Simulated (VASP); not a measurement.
## GaCo: formation energy of V on the Co site

Aim: the formation energy and local structure of V on the Co site in GaCo. The start is a cell from a database of measured crystal structures.

Calculated with VASP 6.6.1; LDA, spin-polarised from a ferromagnetic start (one magnetic atom a cell); plane waves and PAW (Ga, Co), in the first sound run; inputs show where later runs differ.

Report form: the programs' logs are mostly left out.

**1. The host crystal**

The structure is cubic, space group Pm-3m (No. 221). Conventional cell: a = 2.878 Å, b = 2.878 Å, c = 2.878 Å, α = 90.00°, β = 90.00°, γ = 90.00°. Nearest to Ga lie 8 Co at 2.49 Å. Co has 8 Ga at 2.49 Å nearest. Farther neighbours are not listed.

**2. The host at zero pressure**

The later steps need the crystal at this functional's own lattice; a raised cutoff keeps the stress reliable while the cell changes.

Input file INCAR:

```
SYSTEM = GaCo
PREC = Accurate
ENCUT = 350
EDIFF = 1E-06
NELM = 120
ISMEAR = 1
SIGMA = 0.15
LREAL = .FALSE.
ALGO = Normal
GGA = CA
NBANDS = 15
ISPIN = 2
MAGMOM = 0 2
LASPH = .TRUE.
LMAXMIX = 4
LORBIT = 11
LWAVE = .FALSE.
LCHARG = .FALSE.
KPAR = 4
IBRION = 2
NSW = 40
ISIF = 3
EDIFFG = -0.02
POTIM = 0.4
```

Input file POSCAR:

```
GaCo
1.0
    2.8780000000      0.0000000000      0.0000000000
    0.0000000000      2.8780000000      0.0000000000
    0.0000000000      0.0000000000      2.8780000000
Ga Co
1 1
Direct
    0.5000000000      0.5000000000      0.5000000000
    0.0000000000      0.0000000000      0.0000000000
```

Input file KPOINTS:

```
Automatic mesh
0
Gamma
11 11 11
0 0 0
```

PAW data sets: Ga and Co (LDA family, release 64).

Launch:

```console
$ mpirun -np 4 vasp_std
```

Wall time 10 s (4 MPI ranks of Intel Xeon 6975P-C (Granite Rapids), shared host); peak memory 0.5 GiB.

The moments of the start collapse, so the state is non-magnetic; other starts or orders were not tried. The data set Ga keeps the semicore shell frozen, which is cheaper and a little less accurate. The run keeps the 48 symmetry operations of its start, so it cannot find a distortion of lower symmetry.

The steps of the relaxation:

```csv
step,energy less that of the first step (eV),largest force (eV/Å),pressure (GPa),volume (Å³)
1,0.0000,0.0000,-13.52,23.84
2,-0.0405,0.0000,11.69,21.17
3,-0.0752,0.0000,-0.08,22.18
```

```csv
"conventional cell, symmetrised",before,after,change
a (Å),2.878,2.810,-2.4 %
b (Å),2.878,2.810,-2.4 %
c (Å),2.878,2.810,-2.4 %
volume (Å³/atom),11.92,11.09,-7.0 %
```

Final coordinates:

```xyz
2
Lattice="2.8097 0.0000 0.0000 0.0000 2.8097 0.0000 0.0000 0.0000 2.8097" Properties=species:S:1:pos:R:3 pbc="T T T"
Ga    1.4049    1.4049    1.4049
Co    0.0000    0.0000    0.0000
```

Numbers from this step:

```yaml
electronic_cycles: 33
electrons: 12
free_energy_toten: -12.60 eV
energy_at_zero_smearing: -12.60 eV
fermi_energy: 8.493 eV
labelled_metallic_from_the_levels_on_this_mesh: yes
```

The spin moment in the PAW sphere vanishes on all atoms.

The run ended after 3 ionic steps, 0.075 eV below its first step, once forces and stress met EDIFFG = -0.02.

**3. Relax the host again, on a new basis**

The volume changed by more than 5 %, so the plane waves of the start no longer fit; a second relaxation removes that error.

INCAR, as its differences from that of step 2:

```diff
@@ -20,3 +20,3 @@
 IBRION = 2
-NSW = 40
+NSW = 30
 ISIF = 3
```

Input file POSCAR:

```
GaCo
1.0
    2.8097139547      0.0000000000      0.0000000000
    0.0000000000      2.8097139547      0.0000000000
    0.0000000000      0.0000000000      2.8097139547
Ga Co
1 1
Direct
    0.5000000000      0.5000000000      0.5000000000
    0.0000000000      0.0000000000      0.0000000000
```

Input file KPOINTS:

```
Automatic mesh
0
Gamma
12 12 12
0 0 0
```

Launch:

```console
$ mpirun -np 4 vasp_std
```

Run time: 6.4 s. Hardware: 4 MPI ranks; peak memory 0.49 GiB; 18 s of CPU time.

Little changed from the start: no atom moved by 0.005 Å and no cell edge by 0.1 %.

This step gave:

```
electronic cycles                                 : 13
Fermi energy                                      : 8.503 eV
moment of the cell, from the last line of the log : 0 μB
```

The start already met the threshold, so nothing moved.

**4. The supercell without the defect**

This step: LDA, spin-polarised from a ferromagnetic start; plane waves and PAW (Ga, Co) (VASP 6.6.1).

System of this step: GaCo. Symmetry: Pm-3m, No. 221, cubic system. The conventional cell has a = 2.810 Å, b = 2.810 Å, c = 2.810 Å, α = 90.00°, β = 90.00°, γ = 90.00°. Ga has 8 Co at 2.43 Å nearest. Co has 8 Ga at 2.43 Å nearest. Farther neighbours are not listed.

The same cell, mesh and cutoff without the defect give the energy to subtract and, in a gapped host, the band edges to count from, so that most errors cancel.

Input file INCAR:

```
SYSTEM = GaCo
PREC = Normal
ENCUT = 300
EDIFF = 1E-05
NELM = 120
ISMEAR = 1
SIGMA = 0.2
LREAL = Auto
ALGO = Fast
GGA = CA
NBANDS = 139
ISPIN = 2
MAGMOM = 0 0 0 0 0 0 0 0 0 0 0 0 0 0 0 0 2 2 2 2 2 2 2 2 2 2 2 2 2 2 2 2
LASPH = .TRUE.
LMAXMIX = 4
LORBIT = 11
LWAVE = .FALSE.
LCHARG = .FALSE.
KPAR = 4
```

Input file POSCAR:

```
GaCo
1.0
    0.0000000000      5.6194279094      5.6194279094
    5.6194279094      0.0000000000      5.6194279094
    5.6194279094      5.6194279094      0.0000000000
Ga Co
16 16
Direct
    0.1250000000      0.1250000000      0.1250000000
    0.6250000000      0.1250000000      0.1250000000
    0.1250000000      0.6250000000      0.1250000000
    0.1250000000      0.1250000000      0.6250000000
    0.3750000000      0.3750000000      0.3750000000
    0.6250000000      0.6250000000      0.1250000000
    0.6250000000      0.1250000000      0.6250000000
    0.8750000000      0.3750000000      0.3750000000
    0.1250000000      0.6250000000      0.6250000000
    0.3750000000      0.8750000000      0.3750000000
    0.3750000000      0.3750000000      0.8750000000
    0.6250000000      0.6250000000      0.6250000000
    0.8750000000      0.8750000000      0.3750000000
    0.8750000000      0.3750000000      0.8750000000
    0.3750000000      0.8750000000      0.8750000000
    0.8750000000      0.8750000000      0.8750000000
    0.0000000000      0.0000000000      0.0000000000
    0.5000000000      0.0000000000      0.0000000000
    0.0000000000      0.5000000000      0.0000000000
    0.0000000000      0.0000000000      0.5000000000
    0.2500000000      0.2500000000      0.2500000000
    0.5000000000      0.5000000000      0.0000000000
    0.5000000000      0.0000000000      0.5000000000
    0.7500000000      0.2500000000      0.2500000000
    0.0000000000      0.5000000000      0.5000000000
    0.2500000000      0.7500000000      0.2500000000
    0.2500000000      0.2500000000      0.7500000000
    0.5000000000      0.5000000000      0.5000000000
    0.7500000000      0.7500000000      0.2500000000
    0.7500000000      0.2500000000      0.7500000000
    0.2500000000      0.7500000000      0.7500000000
    0.7500000000      0.7500000000      0.7500000000
```

Input file KPOINTS:

```
Automatic mesh
0
Gamma
4 4 4
0 0 0
```

Launch:

```console
$ mpirun -np 4 vasp_std
```

Run time: 73 s. Hardware: 4 MPI ranks; peak memory 1.4 GiB; 3.9 min of CPU time.

This step gave:

| Item | Value |
| --- | --- |
| electronic cycles | 15 |
| electrons | 192 |
| free energy (TOTEN) | -201.5764 eV |
| energy at zero smearing | -201.5736 eV |
| Fermi energy | 8.518 eV |
| moment of the cell, from the last line of the log | 0.0069 μB |

Spin moment in the PAW sphere by element, in μB:

```csv
element,atoms,mean,spread (r.m.s.),least,largest
Ga,16,0.0000,0.0000,0.0000,0.0000
Co,16,0.0030,0.0000,0.0030,0.0030
```

The atoms farthest from the mean of their element:

```csv
atom,"x, y, z (Å)",spin moment in the PAW sphere (μB)
Ga1,"1.40, 1.40, 1.40",0.0000
Ga2,"1.40, 4.21, 4.21",0.0000
Ga3,"4.21, 1.40, 4.21",0.0000
Ga4,"4.21, 4.21, 1.40",0.0000
Ga5,"4.21, 4.21, 4.21",0.0000
Ga6,"4.21, 4.21, 7.02",0.0000
Ga7,"4.21, 7.02, 4.21",0.0000
Ga8,"4.21, 7.02, 7.02",0.0000
```

The total moment is the log's last value; OUTCAR's line is one cycle older.

The host is treated as a metal, as its relaxation found a gap under 0.3 eV or none, and only the neutral defect is run.

**5. Reference V**

This step: LDA, no spin polarisation; plane waves and PAW (V) (VASP 6.6.1).

System of this step: V. The structure is cubic, space group Im-3m (No. 229). Conventional cell: a = 3.020 Å, b = 3.020 Å, c = 3.020 Å, α = 90.00°, β = 90.00°, γ = 90.00°. Nearest to V lie 8 V at 2.62 Å.

The reference for V is its crystal, relaxed at the cutoff of the large cell.

Input file INCAR:

```
SYSTEM = V
PREC = Normal
ENCUT = 300
EDIFF = 1E-05
NELM = 120
ISMEAR = 1
SIGMA = 0.1
LREAL = Auto
ALGO = Fast
GGA = CA
NBANDS = 8
LASPH = .TRUE.
LORBIT = 11
LWAVE = .FALSE.
LCHARG = .FALSE.
KPAR = 4
IBRION = 2
NSW = 25
ISIF = 3
EDIFFG = -0.02
POTIM = 0.4
```

Input file POSCAR:

```
V
1.0
   -1.5100000000      1.5100000000      1.5100000000
    1.5100000000     -1.5100000000      1.5100000000
    1.5100000000      1.5100000000     -1.5100000000
V
1
Direct
    0.0000000000      0.0000000000      0.0000000000
```

Input file KPOINTS:

```
Automatic mesh
0
Gamma
12 12 12
0 0 0
```

The projector-augmented-wave data sets are V (LDA family, release 64).

Launch:

```console
$ mpirun -np 4 vasp_std
```

Elapsed: 3.8 s, on 4 MPI ranks; peak memory 0.38 GiB; 10 s of CPU time.

This run has no spin polarisation, so a moment on V, if there is one, isn't seen. Its electron count is odd, so without a moment it is a metal by construction. After so large a change of volume the plane waves of the start cell no longer fit, so the final stress carries a basis-set error. The data set V keeps the semicore shell frozen, which is cheaper and a little less accurate.

Step by step:

```csv
step,energy less that of the first step (eV),largest force (eV/Å),pressure (GPa),volume (Å³)
1,0.0000,0.0000,-19.54,13.77
2,-0.0330,0.0000,22.27,11.26
3,-0.0985,0.0000,-0.43,12.30
4,-0.0985,0.0000,0.26,12.28
5,-0.0985,0.0000,-0.46,12.30
6,-0.0985,0.0000,0.01,12.29
```

```csv
"conventional cell, symmetrised",before,after,change
a (Å),3.020,2.907,-3.7 %
b (Å),3.020,2.907,-3.7 %
c (Å),3.020,2.907,-3.7 %
volume (Å³/atom),13.77,12.29,-10.8 %
```

The relaxed structure:

```xyz
1
Lattice="-1.4536 1.4536 1.4536 1.4536 -1.4536 1.4536 1.4536 1.4536 -1.4536" Properties=species:S:1:pos:R:3 pbc="T T T"
V     0.0000    0.0000    0.0000
```

This step gave:

```
electronic cycles   : 37
electrons           : 5
free energy (TOTEN) : -9.956 eV
Fermi energy        : 6.943 eV
```

The run ended after 6 ionic steps, 0.098 eV below its first step, once forces and stress met EDIFFG = -0.02.

Energy at zero smearing: -9.95568 eV.

**6. Reference Co**

This step: LDA, spin-polarised from a ferromagnetic start; plane waves and PAW (Co) (VASP 6.6.1).

System of this step: Co. It takes space group P6_3/mmc (No. 194, hexagonal). The conventional cell has a = 2.510 Å, b = 2.510 Å, c = 4.071 Å, α = 90.00°, β = 90.00°, γ = 120.00°. Nearest to Co lie 12 Co at 2.50 to 2.51 Å.

The reference for Co is its crystal, relaxed at the cutoff of the large cell.

INCAR, as its differences from that of step 5:

```diff
@@ -1,2 +1,2 @@
-SYSTEM = V
+SYSTEM = Co
 PREC = Normal
@@ -10,4 +10,7 @@
 GGA = CA
-NBANDS = 8
+NBANDS = 18
+ISPIN = 2
+MAGMOM = 1.7 1.7
 LASPH = .TRUE.
+LMAXMIX = 4
 LORBIT = 11
```

Input file POSCAR:

```
Co
1.0
    2.5100000000      0.0000000000      0.0000000000
   -1.2550000000      2.1737237635      0.0000000000
    0.0000000000      0.0000000000      4.0712200000
Co
2
Direct
    0.0000000000      0.0000000000      0.0000000000
    0.3333333333      0.6666666667      0.5000000000
```

Input file KPOINTS:

```
Automatic mesh
0
Gamma
12 12 7
0 0 0
```

The projector-augmented-wave data sets are Co (LDA family, release 64).

Launch:

```console
$ mpirun -np 4 vasp_std
```

Wall time 16 s (4 MPI ranks); peak memory 0.44 GiB; 49 s of CPU time.

The magnetic state follows from one typed start and may not be the lowest. The run keeps the 24 symmetry operations of its start, so it cannot find a distortion of lower symmetry.

Relaxation path:

```csv
step,energy less that of the first step (eV),largest force (eV/Å),pressure (GPa),volume (Å³)
1,0.0000,0.0000,-23.23,22.21
2,-0.0599,0.0000,26.89,18.32
3,-0.1893,0.0000,-0.31,19.94
4,-0.1893,0.0000,0.25,19.89
5,-0.1893,0.0000,-0.24,19.93
```

```csv
"conventional cell, symmetrised",before,after,change
a (Å),2.510,2.425,-3.4 %
b (Å),2.510,2.425,-3.4 %
c (Å),4.071,3.914,-3.9 %
volume (Å³/atom),11.11,9.96,-10.3 %
```

The relaxed structure:

```xyz
2
Lattice="2.4246 0.0000 0.0000 -1.2123 2.0998 0.0000 0.0000 0.0000 3.9138" Properties=species:S:1:pos:R:3 pbc="T T T"
Co    0.0000    0.0000    0.0000
Co    0.0000    1.3999    1.9569
```

This step gave:

* electronic cycles: 45
* electrons: 18
* free energy (TOTEN): -16.28 eV
* energy at zero smearing: -16.28 eV
* Fermi energy: 11.16 eV
* moment of the cell, from the last line of the log: 2.984 μB

Spin moment in the PAW sphere by atom:

```csv
atom,spin moment in the PAW sphere (μB)
Co1,1.48
Co2,1.48
```

The run ended after 5 ionic steps, 0.189 eV below its first step, once forces and stress met EDIFFG = -0.02.

Energy at zero smearing: -16.27747 eV.

**7. Reference Ga**

This step: LDA; plane waves and PAW (Ga) (VASP 6.6.1).

System of this step: Ga. It takes space group Cmce (No. 64, orthorhombic). Conventional cell: a = 4.432 Å, b = 7.598 Å, c = 4.556 Å, α = 90.00°, β = 90.00°, γ = 90.00°. Nearest to Ga lie 7 Ga at 2.49 to 2.75 Å.

Ga is not exchanged here; its energy serves the host's formation enthalpy.

Input file INCAR:

```
SYSTEM = Ga
PREC = Normal
ENCUT = 300
EDIFF = 1E-05
NELM = 120
ISMEAR = 1
SIGMA = 0.1
LREAL = Auto
ALGO = Fast
GGA = CA
NBANDS = 12
LORBIT = 11
LWAVE = .FALSE.
LCHARG = .FALSE.
KPAR = 4
LASPH = .TRUE.
IBRION = 2
NSW = 25
ISIF = 3
EDIFFG = -0.02
POTIM = 0.4
```

Input file POSCAR:

```
Ga
1.0
    2.2160233304     -3.7989918401      0.0000000000
    2.2160233304      3.7989918401      0.0000000000
    0.0000000000      0.0000000000      4.5555035300
Ga
4
Direct
    0.6556957200      0.3443042800      0.4154013900
    0.8443042800      0.1556957200      0.9154013900
    0.3443042800      0.6556957200      0.5845986100
    0.1556957200      0.8443042800      0.0845986100
```

Input file KPOINTS:

```
Automatic mesh
0
Gamma
7 7 6
0 0 0
```

The projector-augmented-wave data sets are Ga (LDA family, release 64).

Launch:

```console
$ mpirun -np 4 vasp_std
```

It took 7.2 s on 4 MPI ranks; peak memory 0.5 GiB.

The k-mesh is coarse for a metal. The run keeps the 8 symmetry operations of its start, so it cannot find a distortion of lower symmetry.

The steps of the relaxation:

```csv
step,energy less that of the first step (eV),largest force (eV/Å),pressure (GPa),volume (Å³)
1,0.0000,0.0009,-2.07,76.70
2,-0.0169,0.0180,-0.32,74.52
3,-0.0172,0.0202,-0.01,74.19
4,-0.0172,0.0209,0.03,74.14
5,-0.0173,0.0119,0.03,74.13
```

```csv
"conventional cell, symmetrised",before,after,change
a (Å),4.432,4.382,-1.1 %
b (Å),7.598,7.518,-1.1 %
c (Å),4.556,4.501,-1.2 %
volume (Å³/atom),19.18,18.53,-3.3 %
```

The relaxed structure:

```
Ga
1.0
     2.19088   -3.75892    0.00000
     2.19088    3.75892    0.00000
     0.00000    0.00000    4.50099
Ga
4
Direct
  0.65559 0.34441 0.41541
  0.84441 0.15559 0.91541
  0.34441 0.65559 0.58459
  0.15559 0.84441 0.08459
```

Numbers from this step:

| Item | Value |
| --- | --- |
| electronic cycles | 23 |
| electrons | 12 |
| free energy (TOTEN) | -14.42 eV |
| energy at zero smearing | -14.42 eV |
| Fermi energy | 2.851 eV |

The run ended after 5 ionic steps, 0.017 eV below its first step, once forces and stress met EDIFFG = -0.02.

Energy at zero smearing: -14.42397 eV.

(Part 1 of 2 ends here.)

[Lines on the potential files, build, host, timing and source positions are cut from VASP's logs without a mark.]

[Logs are printed without paths, hosts, clocks, repeated set-up lines and the standing remarks that a program may print on its own settings, such as how far it seeks lower states.]

[Hosts, paths, dates, database ids (printed as entryN), source tags and the programs' standing remarks are cut or masked in the printed files.]

[In band tables of VASP the shares of atoms and orbitals are scaled to a sum of 1 inside the atoms' spheres.]

[Runs that stopped without an error message from VASP are left out.]
